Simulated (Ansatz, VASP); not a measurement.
**Two plane-wave programs on TaN**

File INCAR:

```
SYSTEM = TaN
PREC     = Accurate       ! precision mode
ENCUT    = 520            ! plane-wave cutoff, eV
EDIFF    = 1E-6           ! SCF threshold, eV
ISMEAR   = -1             ! smearing method
SIGMA    = 0.05           ! smearing width, eV
LREAL    = .False.        ! projectors in reciprocal space
LASPH    = .True.         ! aspherical terms in the spheres
NELM     = 60             ! most SCF steps
ALGO     = Normal         ! electronic algorithm
ISIF     = 2              ! what is computed and relaxed
LWAVE    = .False.        ! write WAVECAR
LCHARG   = .True.         ! write CHGCAR
GGA      = PE             ! functional
LELF     = .True.         ! ELF
LVHAR    = .True.       
NBANDS   = 24             ! bands
```

Contents of KPOINTS:

```
Automatic mesh
0
Gamma
  8 8 6
  0 0 0
```

Contents of POSCAR:

```
TaN
1.0
    3.3991219400      0.0000000000      0.0000000000
    0.0000000000      3.3991219400      0.0000000000
    0.0000000000      0.0000000000      4.9769636900
Ta N
2 2
Direct
    0.0000000000      0.0000000000      0.0000000000
    0.5000000000      0.5000000000      0.0000000000
    0.5000000000      0.0000000000      0.2670000000
    0.0000000000      0.5000000000      0.7330000000
```

The input input.yaml:

```yaml
crystal:
  lattice:
    - [3.39912194, 0.0, 0.0]
    - [0.0, 3.39912194, 0.0]
    - [0.0, 0.0, 4.97696369]
  atoms:
    - { symbol: Ta, position: [0.0, 0.0, 0.0] }
    - { symbol: Ta, position: [0.5, 0.5, 0.0] }
    - { symbol: "N", position: [0.5, 0.0, 0.267] }
    - { symbol: "N", position: [0.0, 0.5, 0.733] }
hamiltonian:
  xc: pbe
  pseudopotentials: { kind: paw }
kpoints:
  mp_grid: { grid: [8, 8, 6] }
scf:
  occupations: { method: fermi_dirac, width: 0.05 }
output:
  forces: true
  stress: true
  eigenvalues: true
```

The cell was built by a generator and needn't be a form met in nature.

Alike in both runs: task single point; functional PBE; k mesh 8 × 8 × 6; occupations fermi-dirac, width 0.05 eV; no spin polarisation.

|  | VASP | Ansatz |
| --- | --- | --- |
| version | VASP 6.6.1 | Ansatz 0.2.0 |
| potentials or method | VASP PAW PBE potentials, release 64 (Ta_pv, N) | Ansatz PAW |
| plane-wave cutoff (eV) | 520 | 420 |
| valence electrons in the cell | 32 | 36 |

|  | VASP | Ansatz | Ansatz less VASP |
| --- | --- | --- | --- |
| gap on the k mesh at the Fermi level (eV) | none | none | - |
| rms of the force components (eV/Å) | 1.059 | 1.096 | +0.0366 |

Atom by atom the forces differ by 0.037 eV/Å (rms over components). A gap of «none» marks a metal or a gap that the smearing closes. The two sets of potentials don't hold the same shells in valence.

Caveats: forces of over 1 eV/Å show positions far from the minimum, so gaps and moduli don't describe the material at rest. The runs have no spin-orbit coupling, so splittings on Ta are missing.
